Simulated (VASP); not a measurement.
Input of a VASP 6.6.1 run:

The input POSCAR:

```
Sn3O
1.0
    4.3412986089      0.0000000000      0.0000000000
    0.0000000000      4.3412986089      0.0000000000
    0.0000000000      0.0000000000      4.2966761184
Sn O
3 1
Direct
    0.0000000000      0.5000000000      0.5000000000
    0.5000000000      0.0000000000      0.5000000000
    0.5000000000      0.5000000000      0.0000000000
    0.0000000000      0.0000000000      0.0000000000
```

The input INCAR.step1:

```
  PREC = Accurate
  ENCUT = 520
  ISMEAR = 0
  SIGMA = 0.1
  LREAL = False
  LASPH = True
  NELM = 100
  NBANDS = 32
  GGA = PE
  ALGO = Normal
  EDIFF = 1E-4
  LWAVE = True
  LCHARG = False
```

The input INCAR.step2:

```
  PREC = Accurate
  ENCUT = 520
  EDIFF = 1E-6
  ISMEAR = 0
  SIGMA = 0.1
  LREAL = False
  LASPH = True
  NELM = 100
  ALGO = Normal
  ISIF = 2
  LWAVE = False
  LCHARG = False
  METAGGA = R2SCAN
  LMIXTAU = True
  NBANDS = 32
  ISTART = 1
```

Contents of KPOINTS:

```
Automatic mesh
0
Gamma
  4 4 4
```

Potentials or basis: VASP PAW PBE potentials, release 64 (Sn_d, O).

Launch:

```console
$ cat potpaw_PBE.64/Sn_d/POTCAR potpaw_PBE.64/O/POTCAR > POTCAR
$ cp INCAR.step1 INCAR
$ mpirun -np 1 vasp_std > vasp.out
$ cp INCAR.step2 INCAR
$ mpirun -np 1 vasp_std > vasp.out
```

(1) Estimate the pressure.

(2) Predict the band gap on the k mesh.

## Answers

(1) 5.3 GPa.

(2) none (metal or under the smearing width).

Caveat: the k mesh is coarse (spacing up to 0.37 Å⁻¹), so the values aren't converged; the PAW data sets were made with another functional, which shifts forces and pressure a little.
